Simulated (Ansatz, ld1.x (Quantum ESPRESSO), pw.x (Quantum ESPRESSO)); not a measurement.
pw.x on bcc Si: one setting changed

Potential: ultrasoft, ld1.x (Quantum ESPRESSO) 7.5, PBE; core [Ne], reference 3s2 3p2; waves: 3s (bound): rcut 1.15, rcutus 1.50 bohr; 3s channel at 0.7 Ry: rcut 1.15, rcutus 1.50 bohr; 3p (bound): rcut 1.95, rcutus 2.40 bohr; 3p channel at 0.3 Ry: rcut 1.95, rcutus 2.40 bohr; 3d channel at 0.4 Ry: rcut 1.45, rcutus 1.90 bohr; 3d channel at 1.6 Ry: rcut 1.45, rcutus 1.90 bohr; local part: all-electron potential smoothed inside 2.05 bohr (lloc = -1); core correction: Bessel-smoothed model core inside 1.15 bohr; augmentation: PSQ, inside the norm-conserving radii.

The reference run (k-mesh 15³, cutoffs 40/440 Ry, Fermi–Dirac 0.01 Ry, mixing_beta 0.4, conv_thr 1e-9, no spin) gives 0.49 GPa at 14.593 Å³/atom, where all-electron LAPW gives 0.35 GPa. This run, with its own iteration cap, changes degauss to 0.005.

```
&control
  calculation='scf', prefix='x', pseudo_dir='./', outdir='./tmp', tstress=.true., disk_io='none'
/
&system
  ibrav=0, nat=1, ntyp=1, ecutwfc=40, ecutrho=440, nbnd=9,
  occupations='smearing', smearing='fd', degauss=0.005
/
&electrons
  conv_thr=1e-09, mixing_beta=0.4, electron_maxstep=60
/
ATOMIC_SPECIES
Si 1.0 Si.UPF
CELL_PARAMETERS angstrom
  -1.53943562 1.53943562 1.53943562
  1.53943562 -1.53943562 1.53943562
  1.53943562 1.53943562 -1.53943562
ATOMIC_POSITIONS crystal
Si 0.0000 0.0000 0.0000
K_POINTS automatic
15 15 15 0 0 0
```

```bash
pw.x < Si.scf.in > Si.scf.out
```

Question: How does the run end?

Answer: It converges in 6 iterations; the free energy moves by +9.4 meV/atom and the pressure by -0.07 GPa. In a metal, with Fermi–Dirac smearing, F lies below its zero-width value by a term in the square of the width.

```
Message from routine setup:
     using ibrav=0 with symmetry is DISCOURAGED, use correct ibrav instead
     lattice parameter (alat)  =       5.0387  a.u.
     unit-cell volume          =      98.4784 (a.u.)^3
     number of electrons       =         4.00
     number of Kohn-Sham states=            9
     kinetic-energy cutoff     =      40.0000  Ry
     charge density cutoff     =     440.0000  Ry
     scf convergence threshold =      1.0E-09
     Exchange-correlation= PBE
     number of k points=   120  Fermi-Dirac smearing, width (Ry)=  0.0050
     iteration #  1     ecut=    40.00 Ry     beta= 0.40
     total energy              =     -14.14889450 Ry
     estimated scf accuracy    <       0.00399227 Ry
     iteration #  2     ecut=    40.00 Ry     beta= 0.40
     total energy              =     -14.14848563 Ry
     estimated scf accuracy    <       0.00119306 Ry
     iteration #  3     ecut=    40.00 Ry     beta= 0.40
     total energy              =     -14.14856540 Ry
     estimated scf accuracy    <       0.00000560 Ry
     iteration #  4     ecut=    40.00 Ry     beta= 0.40
     total energy              =     -14.14857003 Ry
     estimated scf accuracy    <       0.00000002 Ry
     iteration #  5     ecut=    40.00 Ry     beta= 0.40
     total energy              =     -14.14857004 Ry
     estimated scf accuracy    <          1.2E-09 Ry
     iteration #  6     ecut=    40.00 Ry     beta= 0.40
     the Fermi energy is    10.4422 ev
!    total energy              =     -14.14857004 Ry
     estimated scf accuracy    <          7.7E-12 Ry
     smearing contrib. (-TS)   =      -0.00045150 Ry
     The total energy is F=E-TS. E is the sum of the following terms:
     one-electron contribution =       4.78348608 Ry
     hartree contribution      =       0.02919496 Ry
     xc contribution           =      -8.95297916 Ry
     ewald contribution        =     -10.00782043 Ry
     convergence has been achieved in   6 iterations
          total   stress  (Ry/bohr**3)                   (kbar)     P=        4.18
     Message from routine punch:
     Nothing written, as per user request (disk_io='none')
```

The run took about 8.3 s on one core of a shared host (Neoverse-V1, 32 threads, 247 GiB, load 14).
